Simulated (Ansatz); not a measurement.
S (R-3) from a database structure, relaxed with r2SCAN+rVV10 in Ansatz 0.2.0. The symmetry is R-3 (No. 148, trigonal); conventional cell a = 10.722 Å, c = 4.185 Å, 23.15 Å³ an atom. S has 2 S at 2.07 Å.

The axes x, y and z are those of this cell:
```yaml
crystal:
  lattice:
    - [5.36121, 3.09530, 1.39495]
    - [-5.36121, 3.09530, 1.39495]
    - [0.00000, -6.19060, 1.39495]
  atoms:
    - { symbol: S, position: [0.25520, 0.14856, 0.91424] }
    - { symbol: S, position: [0.91424, 0.25520, 0.14856] }
    - { symbol: S, position: [0.14856, 0.91424, 0.25520] }
    - { symbol: S, position: [0.74480, 0.85144, 0.08576] }
    - { symbol: S, position: [0.08576, 0.74480, 0.85144] }
    - { symbol: S, position: [0.85144, 0.08576, 0.74480] }
```

Unstrained: With PBE the valence top lies at T and the conduction bottom at k = (0.224, 0.172, -1/4), 1.838 eV higher; the smallest vertical gap, at T, is 1.964 eV. r2SCAN gives an indirect gap of 2.129 eV, from T to k = (0.224, 0.172, -1/4); the least direct gap is 2.227 eV at T. With HSE06 the valence top lies at T and the conduction bottom at k = (0.224, 0.172, -1/4), 2.934 eV higher; the smallest vertical gap, at T, is 3.053 eV. Meshes: PBE 6×6×6, r2SCAN 6×6×6, HSE06 4×4×4. Strains are changes of length per length. After each strain the atoms were relaxed again with r2SCAN+rVV10 within the symmetry that the strain leaves, so tilts or polar shifts that break it weren't tested; points keep the names that they have in the unstrained zone. Spin-unpolarised throughout; all numbers are computed.

(1) Estimate what uniaxial +2.99 % along x, other directions held does to the gap.

(2) Apply uniaxial +1.08 % along y, other directions held. How far does the gap move, against the unstrained cell?

(3) Estimate what uniaxial -3.06 % along z, other directions held does to the gap.

(4) Order the strained cells by their HSE06 gap, smallest first.
A. uniaxial +2.99 % along x, other directions held
B. uniaxial -3.06 % along z, other directions held
C. uniaxial +1.08 % along y, other directions held

Results:

(1) PBE: the gap goes from 1.838 to 1.774 eV (-0.064 eV); the edges go from T → (0.224, 0.172, -1/4) to T → (0.255, -0.182, -0.208). r2SCAN: the gap goes from 2.129 to 2.059 eV (-0.070 eV); the edges go from T → (0.224, 0.172, -1/4) to T → (0.255, -0.182, -0.208). HSE06: the gap goes from 2.934 to 2.868 eV (-0.066 eV); the edges go from T → (0.224, 0.172, -1/4) to T → (0.255, -0.182, -0.208).

(2) PBE: the gap goes from 1.838 to 1.820 eV (-0.018 eV); the edges go from T → (0.224, 0.172, -1/4) to T → (0.208, 0.177, -0.245). r2SCAN: the gap goes from 2.129 to 2.110 eV (-0.019 eV); the edges go from T → (0.224, 0.172, -1/4) to T → (0.208, 0.177, -0.245). HSE06: the gap goes from 2.934 to 2.917 eV (-0.017 eV); the edges go from T → (0.224, 0.172, -1/4) to T → (0.208, 0.177, -0.245).

(3) PBE: the gap goes from 1.838 to 1.724 eV (-0.114 eV); the edges go from T → (0.224, 0.172, -1/4) to T → (0.208, 0.161, -0.234). r2SCAN: the gap goes from 2.129 to 2.016 eV (-0.113 eV); the edges go from T → (0.224, 0.172, -1/4) to T → (0.208, 0.161, -0.234). HSE06: the gap goes from 2.934 to 2.811 eV (-0.123 eV); the edges go from T → (0.224, 0.172, -1/4) to T → (0.208, 0.161, -0.234).

(4) B (2.81 eV), A (2.87 eV), C (2.92 eV).

Where an edge lies off the special points, it is a point of the mesh or the k point where a search put PBE's edge or least direct gap, reused for the other functionals, whose own edges may lie a little apart.

Coordinates of k points refer to the reciprocal vectors of the primitive cell of the runs.

The meshes of the hybrids are coarse, so their gaps aren't converged to the digits shown.
